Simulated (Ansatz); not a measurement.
**TiAl: pressure against volume**

TiAl, Pm-3m, a = 3.186 Å. The structure is a COD entry; whether it is the stable form wasn't checked. Ansatz: PBE, PAW, 420 eV, Γ-centred 14×14×14 mesh on 2 atoms, Gaussian smearing 0.10 eV; no spin polarisation. Symmetry fixes shape and atoms, so the cell is only scaled; pressure is positive in compression.

| V (Å³/atom) | P (GPa) |
| --- | --- |
| 14.234 | ? |
| 14.719 | 12.68 |
| 15.204 | 7.80 |
| 15.689 | 3.61 |
| 16.175 | 0.00 |
| 16.660 | -3.11 |
| 17.145 | -5.78 |
| 17.792 | -8.76 |

Problem. Take V0 = 16.175 Å³/atom, fit the third-order Birch–Murnaghan form to the other rows, and predict the missing pressure.

Solution. With the Eulerian strain f = ½[(V0/V)^(2/3) − 1] and y = P/[3f(1 + 2f)^(5/2)], the form is the line y = B0 + 1.5 B0 (B0′ − 4) f. Rows (f, y): 0.03245, 111.3; 0.02107, 111.3; 0.01027, 111.4; -0.00975, 111.7; -0.01904, 111.5; -0.03077, 111.2. Means f = 0.0007050, y = 111.40; Σ(Δf)² = 0.003004, ΣΔfΔy = -0.004027; the slope is their ratio. y = 111.4 − 1.341 f GPa, so B0 = 111.4 GPa and B0′ = 4 + 2 × (-1.341)/(3 × 111.4) = 3.99. At V = 14.234, f = 0.04448, y = 111.34 and P = 18.39 GPa. The run gave 18.35 GPa, so the fit is 0.04 GPa too high, a small miss on the scale of the series.